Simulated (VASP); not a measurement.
# ZnSe (F-43m) under biaxial strain in the (110) plane

Strain engineering needs slopes: what does biaxial strain in the (110) plane do to the lattice and the band edges of ZnSe?

Main program and level: VASP 6.6.1; LDA; plane waves and PAW (Zn, Se), in the first sound run; inputs show where later runs differ.

**1. The starting structure**

Symmetry: F-43m, No. 216, cubic system. Conventional cell: a = 5.668 Å, b = 5.668 Å, c = 5.668 Å, α = 90.00°, β = 90.00°, γ = 90.00°. Nearest to Zn lie 4 Se at 2.45 Å. Se has 4 Zn at 2.45 Å nearest. Farther neighbours and most contacts between anions are not listed.

Coordinates:

```cif
data_structure
_symmetry_space_group_name_H-M 'P 1'
_symmetry_Int_Tables_number 1
_cell_length_a 4.0079
_cell_length_b 4.0079
_cell_length_c 4.0079
_cell_angle_alpha 60.000
_cell_angle_beta 60.000
_cell_angle_gamma 60.000
_cell_volume 45.52
loop_
_atom_site_label
_atom_site_type_symbol
_atom_site_fract_x
_atom_site_fract_y
_atom_site_fract_z
_atom_site_occupancy
Zn1 Zn 0.00000 0.00000 0.00000 1
Se2 Se 0.25000 0.25000 0.25000 1
```

**2. Relax the crystal, LDA**

The series starts from the cell that this level prefers, so that zero strain is near zero stress.

This step took 2 runs in a row; the last is shown.

Level: LDA; plane waves and PAW (Zn, Se).

File INCAR:

```
SYSTEM = ZnSe
PREC = Accurate
ENCUT = 450
EDIFF = 1E-07
NELM = 120
ISMEAR = 0
SIGMA = 0.02
LREAL = .FALSE.
ALGO = Normal
GGA = CA
NBANDS = 15
LASPH = .TRUE.
LORBIT = 11
LWAVE = .FALSE.
LCHARG = .FALSE.
KPAR = 12
IBRION = 2
NSW = 40
ISIF = 3
EDIFFG = -0.005
POTIM = 0.4
```

File POSCAR:

```
ZnSe
1.0
    0.0000000000      2.7878715487      2.7878715487
    2.7878715487      0.0000000000      2.7878715487
    2.7878715487      2.7878715487      0.0000000000
Zn Se
1 1
Direct
    0.0000000000      0.0000000000      0.0000000000
    0.2500000000      0.2500000000      0.2500000000
```

File KPOINTS:

```
Automatic mesh
0
Gamma
9 9 9
0 0 0
```

Potentials, in the order of the species: Zn and Se (LDA family, release 64).

The run is started by

```bash
$ mpirun -np 12 vasp_std
```

Output:

```text
[banner, memory and clock lines left out]
running   12 mpi-ranks, on    1 nodes
[...]
|                                                                             |
|           W    W    AA    RRRRR   N    N  II  N    N   GGGG   !!!           |
|           W    W   A  A   R    R  NN   N  II  NN   N  G    G  !!!           |
|           W    W  A    A  R    R  N N  N  II  N N  N  G       !!!           |
|           W WW W  AAAAAA  RRRRR   N  N N  II  N  N N  G  GGG   !            |
|           WW  WW  A    A  R   R   N   NN  II  N   NN  G    G                |
|           W    W  A    A  R    R  N    N  II  N    N   GGGG   !!!           |
|                                                                             |
|     For optimal performance we recommend to set                             |
|       NCORE = 2 up to number-of-cores-per-socket                            |
|     NCORE specifies how many cores store one orbital (NPAR=cpu/NCORE).      |
|     This setting can greatly improve the performance of VASP for DFT.       |
[...]
DAV:  11    -0.737219246221E+01    0.73456E-05   -0.15887E-05  1582   0.644E-02    0.445E-03
DAV:  12    -0.737219250259E+01   -0.40382E-07   -0.25748E-06  1246   0.119E-02    0.120E-03
DAV:  13    -0.737219252543E+01   -0.22841E-07   -0.85887E-08   826   0.260E-03
   1 F= -.73721925E+01 E0= -.73721925E+01  d E =-.737219E+01
[...]
N       E                     dE             d eps       ncg     rms          rms(c)
DAV:   1    -0.737226729206E+01   -0.74789E-04   -0.82086E-04  1295   0.589E-01    0.600E-02
DAV:   2    -0.737220458422E+01    0.62708E-04   -0.19879E-04  1302   0.390E-01    0.219E-02
DAV:   3    -0.737219692446E+01    0.76598E-05   -0.70831E-06  1177   0.297E-02    0.106E-02
DAV:   4    -0.737219484673E+01    0.20777E-05   -0.12279E-06  1344   0.156E-02    0.400E-03
DAV:   5    -0.737219458860E+01    0.25813E-06   -0.22738E-07   846   0.860E-03    0.361E-04
DAV:   6    -0.737219459501E+01   -0.64101E-08   -0.95845E-08   634   0.347E-03
   2 F= -.73721946E+01 E0= -.73721946E+01  d E =-.206959E-05
 trial-energy change:   -0.000002  1 .order   -0.000003   -0.000006    0.000000
 step:   0.8166(harm=  0.9417)  dis= 0.00000  next Energy=    -7.372195 (dE=-0.211E-05)
 reached required accuracy - stopping structural energy minimisation
```

Elapsed: 3.2 s, on 12 MPI ranks of Intel Xeon 6975P-C (Granite Rapids), shared host; peak memory 1.8 GiB; 29 s of CPU time.

Lines that name or quote the potential files are left out of all logs, and their timing lines are given in words.

From OUTCAR (step 2):

```text
  Total        0.0006529      0.0006529      0.0006529      0.0000000     -0.0000000     -0.0000000
  in kB        0.0241522      0.0241522      0.0241522      0.0000000     -0.0000000     -0.0000000
  external PRESSURE =       0.0241522 kB  Pullay stress =       0.0000000 kB

 POSITION                                       TOTAL-FORCE (eV/Angst)
 -----------------------------------------------------------------------------------
      0.00000      2.78730      2.78730         0.000000      0.000000      0.000000
      1.39365      1.39365      1.39365        -0.000000     -0.000000     -0.000000
 -----------------------------------------------------------------------------------
    total drift:                                0.000001      0.000001      0.000001

  FREE ENERGIE OF THE ION-ELECTRON SYSTEM (eV)
  ---------------------------------------------------
  free  energy   TOTEN  =        -7.3721945950 eV

  energy  without entropy=       -7.3721945950  energy(sigma->0) =       -7.37219460

 reached required accuracy - stopping structural energy minimisation

[... 3 further parts left out ...]
[key lines of the parts left out:]
E-fermi :   2.0449
```

Numbers from this step:

| Property | Result |
| --- | --- |
| energy(sigma→0) of the program | -7.3722 eV |
| stress, compression positive | 0.00 along [110], 0.00 across it (mean), GPa |
| volume | 43.309 Å³ |
| ionic steps | 2 |

**3. Strain along the normal, LDA**

One member in full: the plane is strained by 0.5 %, and the strain along the normal is moved by secant steps until the normal stress is under 0.012 GPa or five steps are spent; the atoms relax at each step.

This step took 3 runs, each at a new trial strain with the atoms of the one before; the last is shown.

Level: LDA; plane waves and PAW (Zn, Se); cell typed or built by script.

Changes to INCAR since step 2:

```diff
@@ -15,7 +15,7 @@
 LCHARG = .FALSE.
-KPAR = 12
-IBRION = 2
-NSW = 40
-ISIF = 3
-EDIFFG = -0.005
-POTIM = 0.4
+KPAR = 3
+IBRION = 1
+NSW = 25
+ISIF = 2
+EDIFFG = -0.004
+POTIM = 0.3
```

File POSCAR:

```
ZnSe
1.0
   -0.0122378060      2.7890027040      2.8012405090
    2.7890027040     -0.0122378060      2.8012405090
    2.7767648980      2.7767648980      0.0000000000
Zn Se
1 1
Direct
    0.9991906524      0.9991906524      0.0008093476
    0.2508093476      0.2508093476      0.2491906524
```

KPOINTS is that of step 2.

The run is started by

```bash
$ mpirun -np 3 vasp_std
```

Output:

```text
[banner, memory and clock lines left out]
running    3 mpi-ranks, on    1 nodes
[...]
LDA part: xc-table for (Slater(with rela. corr.)+CA(PZ))
 , standard interpolation
 POSCAR, INCAR and KPOINTS ok, starting setup
[...]
entering main loop
       N       E                     dE             d eps       ncg     rms          rms(c)
DAV:   1     0.812335128071E+02    0.81234E+02   -0.81530E+03  3750   0.125E+03
DAV:   2    -0.266384102456E+01   -0.83897E+02   -0.79644E+02  4184   0.244E+02
DAV:   3    -0.764126702434E+01   -0.49774E+01   -0.49588E+01  4555   0.609E+01
DAV:   4    -0.768194813751E+01   -0.40681E-01   -0.40676E-01  4415   0.592E+00
[...]
DAV:  11    -0.737144433902E+01    0.68027E-05   -0.14889E-05  5723   0.623E-02    0.433E-03
DAV:  12    -0.737144438756E+01   -0.48535E-07   -0.24758E-06  4520   0.115E-02    0.119E-03
DAV:  13    -0.737144440902E+01   -0.21464E-07   -0.82048E-08  3128   0.276E-03
   1 F= -.73714444E+01 E0= -.73714444E+01  d E =-.737144E+01
 BRION: g(F)=  0.211E-06 g(S)=  0.000E+00
 reached required accuracy - stopping structural energy minimisation
```

Elapsed: 9.8 s, on 3 MPI ranks; peak memory 0.53 GiB; 27 s of CPU time.

From OUTCAR (step 3):

```text
  Total       -0.1030547     -0.1030547     -0.1499065      0.0998099      0.0000000      0.0000000
  in kB       -3.7888593     -3.7888593     -5.5113902      3.6695609      0.0000000      0.0000000
  external PRESSURE =      -4.3630363 kB  Pullay stress =       0.0000000 kB

 POSITION                                       TOTAL-FORCE (eV/Angst)
 -----------------------------------------------------------------------------------
      2.77676      2.77676      5.59795         0.000000      0.000000      0.001909
      1.38838      1.38838      1.40515         0.000000      0.000000     -0.001909
 -----------------------------------------------------------------------------------
    total drift:                                0.000001      0.000001      0.000088

  FREE ENERGIE OF THE ION-ELECTRON SYSTEM (eV)
  ---------------------------------------------------
  free  energy   TOTEN  =        -7.3714444090 eV

  energy  without entropy=       -7.3714444090  energy(sigma->0) =       -7.37144441

[... 1 part as in an earlier step ...]

[... 3 further parts left out ...]
[key lines of the parts left out:]
E-fermi :   2.0086
```

Read from the output:

```
energy(sigma→0) of the program : -7.3714 eV
stress, compression positive   : -0.01 along [110], -0.65 across it (mean), GPa
ionic steps                    : 1
```

**4. Band edges, TB-mBJ with spin-orbit coupling**

Short lines in KPOINTS_OPT sample the zone centre along and across the normal of the plane, for masses, and the other valleys.

Level: TB-mBJ, spin-orbit coupling; plane waves and PAW (Zn, Se); cell typed or built by script.

TB-mBJ has no energy functional, so the total energy, stress and pressure in this output mean nothing.

File INCAR:

```
SYSTEM = ZnSe
PREC = Accurate
ENCUT = 450
EDIFF = 1E-06
NELM = 150
ISMEAR = 0
SIGMA = 0.02
LREAL = .FALSE.
ALGO = Normal
METAGGA = MBJ
LASPH = .TRUE.
LNONCOLLINEAR = .TRUE.
MAGMOM = 0 0 0 0 0 0
NBANDS = 28
GGA_COMPAT = .FALSE.
LSORBIT = .TRUE.
LWAVE = .FALSE.
LCHARG = .FALSE.
KPAR = 3
```

POSCAR is that of step 3.

File KPOINTS:

```
Automatic mesh
0
Gamma
7 7 7
0 0 0
```

File KPOINTS_OPT:

```
Line mode
6
Line-mode
Reciprocal
  0.00000000   0.00000000   0.00000000
  0.01562479   0.01562479   0.03124958

  0.00000000   0.00000000   0.00000000
 -0.01576252   0.01576252  -0.00000000

  0.31000000   0.31000000   0.00000000
  0.50000000   0.50000000   0.00000000

  0.00000000   0.31000000   0.31000000
  0.00000000   0.50000000   0.50000000

  0.45000000   0.45000000   0.45000000
  0.50000000   0.50000000   0.50000000

  0.45000000   0.00000000   0.00000000
  0.50000000   0.00000000   0.00000000

  0.42500000   0.42500000   0.00000000
  0.42490261   0.44719418   0.02209679

  0.50000000   0.50000000   0.50000000
  0.48423748   0.51576252   0.50000000
```

The run is started by

```bash
$ mpirun -np 3 vasp_ncl
```

Output:

```text
[banner, memory and clock lines left out]
running    3 mpi-ranks, on    1 nodes
[...]
|                                                                             |
|               ----> ADVICE to this user running VASP <----                  |
|                                                                             |
|     You enforced a specific xc type in the INCAR file but a different       |
|     [... a line on the potential file left out ...]
|     I HOPE YOU KNOW WHAT YOU ARE DOING!                                     |
|                                                                             |

 LDA part: xc-table for (None), standard interpolation
 POSCAR, INCAR and KPOINTS ok, starting setup
[...]
entering main loop
       N       E                     dE             d eps       ncg     rms          rms(c)
DAV:   1     0.715150043339E+02    0.71515E+02   -0.75471E+03  6280   0.133E+03
DAV:   2    -0.359120969482E+02   -0.10743E+03   -0.10177E+03  6352   0.297E+02
DAV:   3    -0.464337893199E+02   -0.10522E+02   -0.10395E+02  7404   0.968E+01
DAV:   4    -0.466535889048E+02   -0.21980E+00   -0.21939E+00  7092   0.139E+01
[...]
DAV:  42    -0.441413183864E+02    0.18906E-05   -0.70721E-13  3220   0.126E-05    0.949E-06
DAV:  43    -0.441413169971E+02    0.13893E-05   -0.20000E-12  3208   0.107E-05    0.459E-06
DAV:  44    -0.441413163071E+02    0.68998E-06    0.59117E-12  3208   0.552E-06
   1 F= -.44141316E+02 E0= -.44141316E+02  d E =-.205671E-21  mag=    -0.0000     0.0000     0.0000
 Start KPOINTS_OPT (optional k-point list driver)
k-point batch [1-48\48]
       N       E                     dE             ncg
DAV:   1     0.351610180297E+04   -0.15107E+05     2688
DAV:   2    -0.180091185282E+04   -0.53170E+04     2728
DAV:   3    -0.233391616852E+04   -0.53300E+03     3160
DAV:   4    -0.234374530053E+04   -0.98291E+01     3136
DAV:   5    -0.234379826972E+04   -0.52969E-01     3128
DAV:   6    -0.234379881982E+04   -0.55010E-03     3164
DAV:   7    -0.234379882889E+04   -0.90696E-05     3040
DAV:   8    -0.234379882913E+04   -0.23749E-06     2332
```

The job ended after 4.1 min (3 MPI ranks; peak memory 1.4 GiB; 12 min of CPU time).

OUTCAR, selected parts (step 4):

```text
  LATTYP: Found a body centered orthorhombic cell.
 ALAT       =     3.9269385783
 B/A-ratio  =     1.0088144344
 C/A-ratio  =     1.4266790545

 Subroutine GETGRP returns: Found  4 space group operations
 (whereof  4 operations were pure point group operations)

The static configuration has the point symmetry C_2v.

 Found    112 irreducible k-points:

   k-points           NKPTS =    112   k-points in BZ     NKDIM =    112   number of bands    NBANDS=     28

   dimension x,y,z NGX =    28 NGY =   28 NGZ =   28
   dimension x,y,z NGXF=    56 NGYF=   56 NGZF=   56

   ENCUT  =  450.0 eV  33.07 Ry    5.75 a.u.   6.84  6.84  6.79*2*pi/ulx,y,z

   NELECT =      18.0000    total number of electrons

 E-fermi :   2.6886

 k-point     1 :       0.0000    0.0000    0.0000
  band No.  band energies     occupation
    ...
     14       2.1865      1.00000
     15       2.5273      1.00000
     16       2.5273      1.00000
     17       2.5628      1.00000
     18       2.5628      1.00000
     19       5.3680      0.00000
     20       5.3680      0.00000
     21       8.9886      0.00000
     22       8.9886      0.00000
     23       9.1061      0.00000
    ...

 k-point     2 :       0.1429    0.0000    0.0000
  band No.  band energies     occupation
    ...
     14       1.1133      1.00000
     15       2.1508      1.00000
     16       2.1532      1.00000
     17       2.3683      1.00000
     18       2.3801      1.00000
     19       6.2499      0.00000
     20       6.2508      0.00000
     21       9.0905      0.00000
     22       9.0905      0.00000
     23       9.3717      0.00000
    ...

  Total      -85.6432868    -85.6432868    -85.7095146      0.1028790      0.0000000      0.0000000
  in kB    -3148.7197328  -3148.7197328  -3151.1546327      3.7824009      0.0000000      0.0000000
  external PRESSURE =   -3149.5313661 kB  Pullay stress =       0.0000000 kB

 POSITION                                       TOTAL-FORCE (eV/Angst)
 -----------------------------------------------------------------------------------
      2.77676      2.77676      5.59795        -0.000000     -0.000000      0.063029
      1.38838      1.38838      1.40515         0.000000      0.000000     -0.063029
 -----------------------------------------------------------------------------------
    total drift:                                0.000001      0.000001      0.126239

  FREE ENERGIE OF THE ION-ELECTRON SYSTEM (eV)
  ---------------------------------------------------
  free  energy   TOTEN  =       -44.1413163071 eV

  energy  without entropy=      -44.1413163071  energy(sigma->0) =      -44.14131631

 Spin-Orbit-Coupling matrix elements
 Ion:    1  E_soc:     -0.0078919
 Ion:    2  E_soc:     -0.0337874

[... 1 part as in an earlier step ...]

[... 7 further parts left out ...]
```

**5. Band edges, r2SCAN with spin-orbit coupling**

Short lines in KPOINTS_OPT sample the zone centre along and across the normal of the plane, for masses, and the other valleys.

Level: r2SCAN, spin-orbit coupling; plane waves and PAW (Zn, Se); cell typed or built by script.

Changes to INCAR since step 4:

```diff
@@ -4,3 +4,3 @@
 EDIFF = 1E-06
-NELM = 150
+NELM = 100
 ISMEAR = 0
@@ -9,3 +9,3 @@
 ALGO = Normal
-METAGGA = MBJ
+METAGGA = R2SCAN
 LASPH = .TRUE.
```

POSCAR is that of step 4.

KPOINTS is that of step 4.

KPOINTS_OPT is that of step 4.

The run is started by

```bash
$ mpirun -np 3 vasp_ncl
```

Output:

```text
[banner, memory and clock lines left out]
running    3 mpi-ranks, on    1 nodes
[...]
[... a notice as in an earlier step ...]

 LDA part: xc-table for (None), standard interpolation
 POSCAR, INCAR and KPOINTS ok, starting setup
[...]
entering main loop
       N       E                     dE             d eps       ncg     rms          rms(c)
DAV:   1    -0.171210853062E+03   -0.17121E+03   -0.79059E+03  6272   0.139E+03
DAV:   2    -0.282787663096E+03   -0.11158E+03   -0.10583E+03  6368   0.314E+02
DAV:   3    -0.293931388716E+03   -0.11144E+02   -0.11016E+02  7464   0.101E+02
DAV:   4    -0.294148482485E+03   -0.21709E+00   -0.21672E+00  7096   0.143E+01
[...]
DAV:  14    -0.291383937476E+03   -0.17478E-05   -0.24816E-06  6448   0.151E-02    0.562E-03
DAV:  15    -0.291383935831E+03    0.16449E-05   -0.74051E-07  3264   0.247E-02    0.190E-03
DAV:  16    -0.291383934850E+03    0.98143E-06   -0.36072E-07  3224   0.117E-02
   1 F= -.29138393E+03 E0= -.29138393E+03  d E =-.622034E-31  mag=     0.0000     0.0000     0.0000
 Start KPOINTS_OPT (optional k-point list driver)
k-point batch [1-48\48]
       N       E                     dE             ncg
DAV:   1     0.282693116193E+04   -0.15796E+05     2688
DAV:   2    -0.262127259570E+04   -0.54482E+04     2736
DAV:   3    -0.317799794611E+04   -0.55673E+03     3184
DAV:   4    -0.318901647964E+04   -0.11019E+02     3152
DAV:   5    -0.318907379811E+04   -0.57318E-01     3024
DAV:   6    -0.318907429501E+04   -0.49691E-03     3104
DAV:   7    -0.318907430107E+04   -0.60542E-05     2820
DAV:   8    -0.318907430122E+04   -0.15591E-06     2312
```

Wall time 5.3 min (3 MPI ranks); peak memory 1.4 GiB.

[end of part 1 of 2]

[Lines on the potential files, build, host, timing and source positions are cut from VASP's logs without a mark.]

[Logs are printed without paths, hosts, clocks, repeated set-up lines and the standing remarks that a program may print on its own settings, such as how far it seeks lower states.]

[Hosts, paths, dates, database ids (printed as entryN), source tags and the programs' standing remarks are cut or masked in the printed files.]

[In band tables of VASP the shares of atoms and orbitals are scaled to a sum of 1 inside the atoms' spheres.]
